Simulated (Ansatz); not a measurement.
# TiGe2N4 monolayer in a perpendicular field, part 2 of 2

Wanted: the out-of-plane response of the TiGe2N4 monolayer. A positive field points along +c.

Ansatz 0.2.0; plane-wave DFT, PBE-D3(BJ), Ansatz PAW.

So far. Step 2 (Relaxation): The lattice constant a goes from 3.020 to 3.037 Å.

## 3. Atoms held, field 0

A sawtooth potential applies the field, turning back in the middle of the vacuum. With the dipole correction the typed value is the field outside the slab. The induced dipole is small, so the SCF threshold is tight.

The cell differs from the one that the last finished run ended in (c 45.602 → 25.291 Å).

input.yaml reads:

```yaml
crystal:
  lattice:
    - [3.0370596278, 0.0, 0.0]
    - [-1.5185298139, 2.6301707905, 0.0]
    - [0.0, 0.0, 25.2914786613]
  atoms:
    - { symbol: "N", position: [0.0, 0.0, 0.3558510801] }
    - { symbol: Ge, position: [0.3333333333, 0.6666666667, 0.3804958155] }
    - { symbol: "N", position: [0.3333333333, 0.6666666667, 0.4546860899] }
    - { symbol: Ti, position: [0.0, 0.0, 0.5] }
    - { symbol: "N", position: [0.3333333333, 0.6666666667, 0.5453139101] }
    - { symbol: Ge, position: [0.3333333333, 0.6666666667, 0.6195041845] }
    - { symbol: "N", position: [0.0, 0.0, 0.6441489199] }
kpoints:
  mp_grid: { grid: [18, 18, 1] }
  band_path:
    path: [[0, 0, 0], [0.5, 0, 0], [0.33333333, 0.33333333, 0], [0, 0, 0]]
    npoints: 16
hamiltonian:
  xc: pbe
  dispersion: d3bj
scf:
  occupations: { method: fermi_dirac, width: 0.02585 }
  convergence: { dr2_threshold: 1.0e-10 }
efield:
  axis: 3
  dipole_correction: true
  ramp_position: 0.97
  ramp_width: 0.06
  amplitude: 0
output:
  dos: { projected: true, e_range: [-6, 5] }
  write_potential: true
  write_density: true
  volumetric_format: npy
  elf: true
```

On the command line:

```sh
> ansatz run input.yaml --threads 2 --pin off --max-ram 3072MiB --backend cpu --events-out ev --progress --plain --runs-dir out
```

Numbers of over 12 decimals in the logs are rounded to 6 here.

The program printed:

```text
[...]
Crystal: 7 atoms, lattice volume = 202.028 Å³
Basis set: ecut = 420 eV, 3913 PW (Γ)
Bands: 37, of which v1, the nominal top of the filled ones, is band 30 counted from 1 (29 counted from 0)
Symmetry: 6 space group operations
k-points: 37 of 324 (time reversal used)
[...]
SCF iter   1: F=—  HF=-12629.779453 eV  |F-HF|=—  |Δ(HF+E_count)|=         —  Δρ=3.76e-3  dr2=8.82e-2  ethr=1.77e-3  p=0.000 e·Å  D=1.88e-13 V/Å  ΔV_dip=-0.00 eV  dr2_dipole=9.59e-8  V_vac-E_F(+/−)=5.92/5.92 eV  ⟨swp⟩=7.7  Hψ=6353  notcnv=0  defer=5
efield: sawtooth ramp at fractional position 0.9700 (set: `efield.ramp_position`, or a place that a band, a saddle search or an elastic batch's reference lends), width 0.0600; the density the first Hamiltonian is built on has a dipole p = 0.000 e·Å; the dipole correction subtracts the counter field D = 1.88e-13 V/Å, which shifts the + side's vacuum level by -0.00 eV against the − side's; the planar-averaged density in the ramp window peaks in size at 1.6e-5 e/Å³
[...]
SCF iter   2: F=—  HF=-12629.829517 eV  |F-HF|=—  |Δ(HF+E_count)|=   5.01e-2  Δρ=9.21e-3  dr2=4.96e-1  ethr=1.47e-4  p=-0.000 e·Å  D=-2.07e-4 V/Å  ΔV_dip=0.01 eV  dr2_dipole=3.20e-6  V_vac-E_F(+/−)=6.66/6.66 eV  ⟨swp⟩=4.3  Hψ=3032  notcnv=0  defer=83
[...]
SCF iter  14: F=-12629.769862 eV  HF=-12629.769862 eV  |F-HF|=1.78e-10  |Δ(HF+E_count)|=  7.06e-10  Δρ=2.27e-7  dr2=5.20e-11  ethr=1.00e-12  p=-0.000 e·Å  D=-2.34e-8 V/Å  ΔV_dip=0.00 eV  dr2_dipole=2.13e-13  V_vac-E_F(+/−)=6.24/6.24 eV  ⟨swp⟩=9.5  Hψ=4953  notcnv=0
SCF 1 converged in 14 iterations: F = -12629.769862 eV  dr2 = 5.20e-11
[...]
NSCF: frozen V_eff on 49 k-points
efield: sawtooth ramp at fractional position 0.9700 (kept from the solve that this one continues, or follows in the run), width 0.0600; the density the first Hamiltonian is built on has a dipole p = -0.000 e·Å; the dipole correction subtracts the counter field D = -2.34e-8 V/Å, which shifts the + side's vacuum level by +0.00 eV against the − side's; the planar-averaged density in the ramp window peaks in size at 2.0e-5 e/Å³
[...]
SCF converged after 14 iterations
Free energy (F): -12629.769862 eV
[...]
Internal energy: -12629.769862 eV  (E = F + TS)
E sigma→0 (E₀):  -12629.769862 eV
Fermi energy:    0.434765 eV
Dipole field:    D = 0.000001 V/Å  (p = 0.000001 e·Å, saw-weighted, corrected)
Work function:   Φ+ = 6.2376 eV   Φ− = 6.2376 eV
Levels:          The Fermi level and band energies are counted from a zero that moves with the ramp; work functions are not
[...]
--- Band table (eV; the first three rows and the last of 37) ---
  k-point 0: bands = [... 26 lower, -1.7263, -0.7821, -0.7821, -0.3859, 1.6707, 3.1901, 3.3470, 3.8854, ... 3 higher]
  k-point 1: bands = [... 26 lower, -1.7625, -0.8795, -0.8303, -0.2857, 1.7896, 3.2841, 3.2864, 3.9439, ... 3 higher]
  k-point 2: bands = [... 26 lower, -1.8152, -1.0560, -0.9643, -0.2066, 1.9041, 3.2452, 3.3860, 4.1088, ... 3 higher]
  k-point 36: bands = [... 26 lower, -2.4888, -2.2300, -1.0433, -0.4860, 1.4529, 2.5661, 4.1386, 4.5553, ... 3 higher]
```

Elapsed: 29 s, on 2 threads of Intel Xeon Platinum 8375C at 2.90GHz (Ice Lake), shared host; peak memory 0.64 GiB; 58 s of CPU time.

This step gave:

* gap on the k-mesh: 1.310 eV
* dipole along the normal: 6.63e-7 e·Å
* gap along the path: 1.306 eV
* smallest direct gap along the path: 1.834 eV
* ionisation energy, upper face: 6.875 eV
* electron affinity, upper face: 5.569 eV
* gap, the smaller of path and mesh: 1.306 eV

Running mean over a fixed 2.7 Å (it still follows the layers) of the planar mean; the ramp of the sawtooth is left out. The electron's electrostatic potential energy less the Fermi level by z:

| z (Å) | electron's electrostatic potential energy less the Fermi level (eV) |
| --- | --- |
| 4 | 6.24 |
| 5 | 6.24 |
| 6 | 6.22 |
| 7 | 5.81 |
| 8 | 0.106 |
| 9 | -6.25 |
| 10 | -7.72 |
| 11 | -5.65 |
| 12 | -7.27 |
| 13 | -8.20 |
| 14 | -5.67 |
| 15 | -7.42 |
| 16 | -7.00 |
| 17 | -2.19 |
| 18 | 5.06 |
| 19 | 6.20 |
| 20 | 6.24 |
| 21 | 6.24 |
| 22 | 6.24 |

The density of states has structure finer than the step of the table below, so its rows give means over 0.25 eV, whole bins alone (the curve runs from -6 to 2.66 eV). Peaks (eV: height): -5.120: 9.62, -4.480: 9.81, -4.020: 12.0, -2.250: 13.7, -1.950: 8.56, -1.530: 15.3, 0.700: 16.9.

The density of states by energy, zero at the Fermi level of the run, which the smearing sets inside the gap; means over each step:

| energy (eV) | density of states (states/eV a cell) |
| --- | --- |
| -5.75 | 2.38 |
| -5.50 | 3.84 |
| -5.25 | 2.66 |
| -5.00 | 3.75 |
| -4.75 | 2.18 |
| -4.50 | 4.22 |
| -4.25 | 3.48 |
| -4.00 | 7.48 |
| -3.75 | 2.49 |
| -3.50 | 2.26 |
| -3.25 | 3.40 |
| -3.00 | 2.88 |
| -2.75 | 2.78 |
| -2.50 | 3.59 |
| -2.25 | 7.82 |
| -2.00 | 5.02 |
| -1.75 | 5.50 |
| -1.50 | 6.70 |
| -1.25 | 3.64 |
| -1.00 | 2.06 |
| -0.75 | 2.00 |
| -0.50 | 0.0686 |
| -0.25 | 0 |
| 0.00 | 0 |
| 0.25 | 0 |
| 0.50 | 0 |
| 0.75 | 5.87 |
| 1.00 | 1.34 |
| 1.25 | 0.739 |
| 1.50 | 0.541 |
| 1.75 | 0 |
| 2.00 | 1.6e-4 |
| 2.25 | 0.493 |
| 2.50 | 0.828 |

Projected DOS per atom over height of the atomic layer and energy from the Fermi level. Layers: N Ge N Ti N Ge N from below.

Values in states/eV, 22 rows by 7 columns, each cell a mean:
```
0.00 0.00 0.03 0.68 0.03 0.00 0.00
0.00 0.00 0.00 0.10 0.00 0.00 0.00
0.00 0.00 0.00 0.03 0.00 0.00 0.00
0.04 0.03 0.04 0.68 0.04 0.03 0.04
0.04 0.03 0.14 3.24 0.14 0.03 0.04
0.01 0.00 0.01 0.35 0.01 0.00 0.01
0.00 0.00 0.00 0.00 0.00 0.00 0.00
0.00 0.00 0.00 0.00 0.00 0.00 0.00
0.26 0.01 0.30 0.02 0.30 0.01 0.26
0.70 0.01 0.55 0.18 0.55 0.01 0.70
1.09 0.04 1.44 0.69 1.44 0.04 1.09
0.77 0.08 1.31 0.70 1.31 0.08 0.77
1.06 0.16 1.44 0.90 1.44 0.16 1.06
0.46 0.09 0.65 0.50 0.65 0.09 0.46
0.53 0.15 0.61 0.55 0.61 0.15 0.53
0.54 0.17 0.38 0.38 0.38 0.17 0.54
0.90 0.31 0.80 0.60 0.80 0.31 0.90
0.92 0.38 0.82 0.55 0.82 0.38 0.92
0.53 0.30 0.51 0.31 0.51 0.30 0.53
0.52 0.34 0.59 0.30 0.59 0.34 0.52
0.52 0.36 0.50 0.26 0.50 0.36 0.52
0.39 0.28 0.26 0.13 0.26 0.28 0.39
```
Columns: height of the atomic layer (Å) from 9 to 16.3 (not evenly spaced); rows upwards: energy from the Fermi level (eV) from -5.96 to 2.59.

Electronic bands along the path, in eV, zero at the Fermi level of the run, which the smearing sets inside the gap:

| point | band 27 | band 28 | band 29 | band 30 | band 31 | band 32 | band 33 | band 34 |
| --- | --- | --- | --- | --- | --- | --- | --- | --- |
| Γ | -2.16 | -1.22 | -1.22 | -0.82 | 1.24 | 2.76 | 2.91 | 3.45 |
| halfway | -2.08 | -1.96 | -1.92 | -0.91 | 0.96 | 2.99 | 3.15 | 3.38 |
| M | -2.39 | -1.74 | -1.59 | -1.35 | 0.67 | 2.95 | 3.06 | 3.29 |
| halfway | -2.24 | -2.20 | -1.53 | -1.21 | 0.78 | 2.55 | 3.39 | 4.05 |
| K | -2.92 | -2.66 | -1.48 | -0.92 | 1.02 | 2.13 | 3.70 | 4.12 |
| halfway | -2.28 | -1.85 | -1.59 | -1.02 | 0.82 | 3.16 | 3.26 | 3.32 |
| Γ | -2.16 | -1.22 | -1.22 | -0.82 | 1.24 | 2.76 | 2.91 | 3.45 |

ELF in the ca plane at fractional y = 0.667, with atoms of Ge and N within 0.2 Å of it. It is the smooth field of the valence electrons, not physical close to the nuclei.

Values, 5 rows by 16 columns, each cell a mean:
```
0.00 0.00 0.01 0.15 0.54 0.55 0.15 0.15 0.17 0.15 0.11 0.31 0.61 0.40 0.05 0.00
0.00 0.00 0.00 0.08 0.41 0.45 0.23 0.50 0.20 0.38 0.37 0.29 0.51 0.27 0.03 0.00
0.00 0.00 0.00 0.02 0.17 0.15 0.39 0.67 0.45 0.65 0.66 0.18 0.21 0.08 0.00 0.00
0.00 0.00 0.00 0.01 0.15 0.09 0.39 0.54 0.47 0.58 0.63 0.13 0.17 0.07 0.00 0.00
0.00 0.00 0.00 0.05 0.31 0.36 0.31 0.69 0.31 0.56 0.55 0.27 0.40 0.19 0.02 0.00
```
Columns run along c (16.0 Å, from fractional 0.16 to 0.79 of the cell), rows up along a (3.0 Å). Atoms in or near the plane, at fractional coordinates: Ge at (0.38, 0.33), N at (0.45, 0.33), N at (0.55, 0.33), Ge at (0.62, 0.33).

Valence density in the ca plane at fractional y = 0.667, with atoms of Ge and N within 0.2 Å of it. It is the smooth field of the valence electrons, not physical close to the nuclei.

Ten steps, logarithmic in the rise over the least value, from '0' (0 e/Å³) to '9' (33 e/Å³), each cell a mean:
```
00000000000011211000011121100001121100000000
00000000000011211000001121100001122100000000
00000000000001221101111111111111121100000000
00000000000001244212332112332223432100000000
00000000000002598423553213454337973100000000
00000000000002698424554213454337973100000000
00000000000001354222342112343223542100000000
00000000000001221111121111221111221100000000
```
Columns run along c (16.0 Å, from fractional 0.16 to 0.79 of the cell), rows up along a (3.0 Å). Atoms in or near the plane, at fractional coordinates: Ge at (0.38, 0.33), N at (0.45, 0.33), N at (0.55, 0.33), Ge at (0.62, 0.33).

Electrostatic potential energy in the ca plane at fractional y = 0.667, with atoms of Ge and N within 0.2 Å of it. With pseudopotentials it is smooth inside the atoms' cores, unlike the true potential.

Ten even steps from '0' (-43 eV) to '9' (7 eV), each cell a mean:
```
99999999999998888899987556899988888999999999
99999999999998888899987556899998888999999999
99999999999998766789988777889987678999999999
99999999999987422577547888646863236899999999
99999999999985100263003886001641013799999999
99999999999985100263003886001641003799999999
99999999999986322477337887426752125899999999
99999999999998756789888777889886567899999999
```
Columns run along c (16.0 Å, from fractional 0.16 to 0.79 of the cell; values clipped at the 3rd and 97th percentile), rows up along a (3.0 Å). Atoms in or near the plane, at fractional coordinates: Ge at (0.38, 0.33), N at (0.45, 0.33), N at (0.55, 0.33), Ge at (0.62, 0.33).

The gap is 1.31 eV, with the valence edge 6.87 eV and the conduction edge 5.57 eV under the upper vacuum level.

## 4. Single point, field 0.1 V/Å

input.yaml, as its differences from that of step 3:

```diff
@@ -29,5 +29,4 @@
   ramp_width: 0.06
-  amplitude: 0
+  amplitude: 0.1
 output:
-  dos: { projected: true, e_range: [-6, 5] }
   write_potential: true
@@ -35,2 +34 @@
   volumetric_format: npy
-  elf: true
```

The program printed:

```text
[...]
Crystal: 7 atoms, lattice volume = 202.028 Å³
Basis set: ecut = 420 eV, 3913 PW (Γ)
Bands: 37, of which v1, the nominal top of the filled ones, is band 30 counted from 1 (29 counted from 0)
Symmetry: 6 space group operations
k-points: 37 of 324 (time reversal used)
[...]
k-point 0: bands = [... 26 lower, -1.7222, -0.7823, -0.7823, -0.3860, 1.6703, 3.1860, 3.3506, 3.8851, ... 3 higher]
  k-point 1: bands = [... 26 lower, -1.7594, -0.8796, -0.8305, -0.2858, 1.7892, 3.2605, 3.3093, 3.9436, ... 3 higher]
  k-point 2: bands = [... 26 lower, -1.8142, -1.0561, -0.9644, -0.2066, 1.9038, 3.2415, 3.3886, 4.1078, ... 3 higher]
  k-point 36: bands = [... 26 lower, -2.4892, -2.2302, -1.0447, -0.4848, 1.4527, 2.5659, 4.1383, 4.5551, ... 3 higher]
[key lines of the parts left out:]
SCF converged after 17 iterations
Free energy (F): -12629.771698 eV
Fermi energy:    0.434633 eV
Dipole field:    D = 0.032886 V/Å  (p = 0.036717 e·Å, saw-weighted, corrected)
```

Wall time 35 s (2 threads); peak memory 0.65 GiB.

The dipole is 0.0367 e·Å, and the gap 1.305 eV.

## 5. Atoms held, field -0.1 V/Å

input.yaml, as its differences from that of step 4:

```diff
@@ -29,3 +29,3 @@
   ramp_width: 0.06
-  amplitude: 0.1
+  amplitude: -0.1
 output:
```

The program printed:

```text
[...]
Crystal: 7 atoms, lattice volume = 202.028 Å³
Basis set: ecut = 420 eV, 3913 PW (Γ)
Bands: 37, of which v1, the nominal top of the filled ones, is band 30 counted from 1 (29 counted from 0)
Symmetry: 6 space group operations
k-points: 37 of 324 (time reversal used)
[...]
k-point 0: bands = [... 26 lower, -1.7222, -0.7823, -0.7823, -0.3860, 1.6703, 3.1860, 3.3506, 3.8851, ... 3 higher]
  k-point 1: bands = [... 26 lower, -1.7594, -0.8796, -0.8305, -0.2858, 1.7892, 3.2605, 3.3093, 3.9436, ... 3 higher]
  k-point 2: bands = [... 26 lower, -1.8142, -1.0561, -0.9644, -0.2066, 1.9038, 3.2415, 3.3886, 4.1078, ... 3 higher]
  k-point 36: bands = [... 26 lower, -2.4892, -2.2302, -1.0447, -0.4848, 1.4527, 2.5659, 4.1383, 4.5551, ... 3 higher]
[key lines of the parts left out:]
SCF converged after 17 iterations
Free energy (F): -12629.771698 eV
Fermi energy:    0.434633 eV
Dipole field:    D = -0.032886 V/Å  (p = -0.036716 e·Å, saw-weighted, corrected)
```

Run time: 33 s. Hardware: 2 threads; peak memory 0.66 GiB.

The dipole is -0.0367 e·Å, and the gap 1.305 eV.

## 6. Response, atoms held

This step: plane-wave DFT, PBE-D3(BJ), Ansatz PAW; response to a field along the normal, atoms held (Ansatz 0.2.0).

The dipoles give the slope, and the difference of two potentials shows where the field is screened.

This step gave:

- equivalent conductor thickness p/(ε₀AE): 8.317 Å
- distance between the outer atoms: 7.291 Å

Table of dipole of the cell by applied field:

| applied field (V/Å) | dipole of the cell (e·Å) |
| --- | --- |
| -0.1000 | -0.0367 |
| 0.0000 | 6.6e-7 |
| 0.1000 | 0.0367 |

Local field over the applied field, running mean. From the potentials at -0.1 and 0.1 V/Å; running mean over 2.5 Å. Local field over applied field against z:

| z (Å) | local field over applied field |
| --- | --- |
| 4.5 | 1.000 |
| 5.0 | 0.998 |
| 5.5 | 0.995 |
| 6.0 | 0.984 |
| 6.5 | 0.952 |
| 7.0 | 0.875 |
| 7.5 | 0.737 |
| 8.0 | 0.573 |
| 8.5 | 0.398 |
| 9.0 | 0.260 |
| 9.5 | 0.172 |
| 10.0 | 0.132 |
| 10.5 | 0.112 |
| 11.0 | 0.101 |
| 11.5 | 0.0871 |
| 12.0 | 0.0636 |
| 12.5 | 0.0441 |
| 13.0 | 0.0503 |
| 13.5 | 0.0739 |
| 14.0 | 0.0946 |
| 14.5 | 0.104 |
| 15.0 | 0.121 |
| 15.5 | 0.143 |
| 16.0 | 0.203 |
| 16.5 | 0.311 |
| 17.0 | 0.469 |
| 17.5 | 0.643 |
| 18.0 | 0.801 |
| 18.5 | 0.914 |
| 19.0 | 0.969 |
| 19.5 | 0.990 |
| 20.0 | 0.997 |
| 20.5 | 0.999 |
| 21.0 | 1.000 |

The induced electron density oscillates, so the rows of the table below give means over windows of 0.5 Å about each position, cut where the curve ends. Its maxima inside the range that stand out by 2 % of the span (Å: e/Å³ per V/Å): 8.29: 0.00379, 9.27: 0.00172, 10.68: 0.00105, 11.52: 0.00168, 13.07: 0.00125, 14.05: 6.4e-5, 15.46: 0.00179, 16.44: -6.2e-4. Its minima: 8.85: 6.2e-4, 9.84: -0.00179, 11.24: -6.4e-5, 12.22: -0.00125, 13.77: -0.00168, 14.61: -0.00105, 16.02: -0.00172, 17.00: -0.00379.

Electrons, planar mean, per unit field. Induced electron density against z; means over each step:

| z (Å) | induced electron density (e/Å³ per V/Å) |
| --- | --- |
| 4.5 | 1.7e-6 |
| 5.0 | 6.2e-6 |
| 5.5 | 2.2e-5 |
| 6.0 | 7.4e-5 |
| 6.5 | 2.3e-4 |
| 7.0 | 6.8e-4 |
| 7.5 | 0.00172 |
| 8.0 | 0.00331 |
| 8.5 | 0.00276 |
| 9.0 | 0.00114 |
| 9.5 | 1.6e-4 |
| 10.0 | -0.00123 |
| 10.5 | 7.1e-4 |
| 11.0 | 3.4e-4 |
| 11.5 | 0.00106 |
| 12.0 | -4.8e-4 |
| 12.5 | -4.8e-4 |
| 13.0 | 9.3e-4 |
| 13.5 | -5.3e-4 |
| 14.0 | -5.2e-4 |
| 14.5 | -7.5e-4 |
| 15.0 | 2.9e-5 |
| 15.5 | 0.00128 |
| 16.0 | -0.00115 |
| 16.5 | -0.00133 |
| 17.0 | -0.00350 |
| 17.5 | -0.00267 |
| 18.0 | -0.00120 |
| 18.5 | -4.3e-4 |
| 19.0 | -1.5e-4 |
| 19.5 | -4.4e-5 |
| 20.0 | -1.3e-5 |
| 20.5 | -3.6e-6 |
| 21.0 | -1.0e-6 |

The smaller of the gaps on the path and on the k-mesh, counted as 0 under 0.03 eV. The gap stays at 1.31 eV for applied field from -0.1 to 0.1 V/Å.

By hand: between -0.1 and 0.1 V/Å the dipole changes by 0.07343 e·Å, a slope of 0.3672 e·Å²/V. A perfect conductor of thickness t has p = ε₀AEt, so t = 180.95 × 0.3672 / 7.988 = 8.32 Å (e/ε₀ = 180.95 V·Å, A in Å²).

The induced dipole is that of a conductor 8.32 Å thick.

## 7. Summary of results

```
gap without field                          : 1.31 eV
ionisation energy, upper face              : 6.87 eV
electron affinity, upper face              : 5.57 eV
equivalent conductor thickness, atoms held : 8.32 Å
```

What this shows: The induced dipole equals that of a perfect conductor 8.32 Å thick, while the outer atoms lie 7.29 Å apart; an out-of-plane ε follows only once a thickness t is chosen, by 1 − 1/ε = 8.32 Å / t. The gap stays within 0.01 eV of 1.31 eV over the fields run, up to 0.1 V/Å in size. Semilocal functionals give gaps that are too small, and excitons are not included. Spin-orbit coupling is left out. The outer anions sit over the metal atoms, one of several polytypes of such layers and not the lowest for every compound.

[Logs are printed without paths, hosts, clocks, repeated set-up lines and the standing remarks that a program may print on its own settings, such as how far it seeks lower states.]

[Hosts, paths, dates, database ids (printed as entryN), source tags and the programs' standing remarks are cut or masked in the printed files.]

[Maps of the electrostatic potential energy from Ansatz leave out the sawtooth potential of an applied field or a dipole correction, so their vacuum need not be flat; planar profiles and work functions include it.]

[The density of states shown here was stored with 400 of the rows of the run's finer table, so its peaks can read low, often by over a quarter, or be missed, and its means over a window can be off by a tenth or more.]
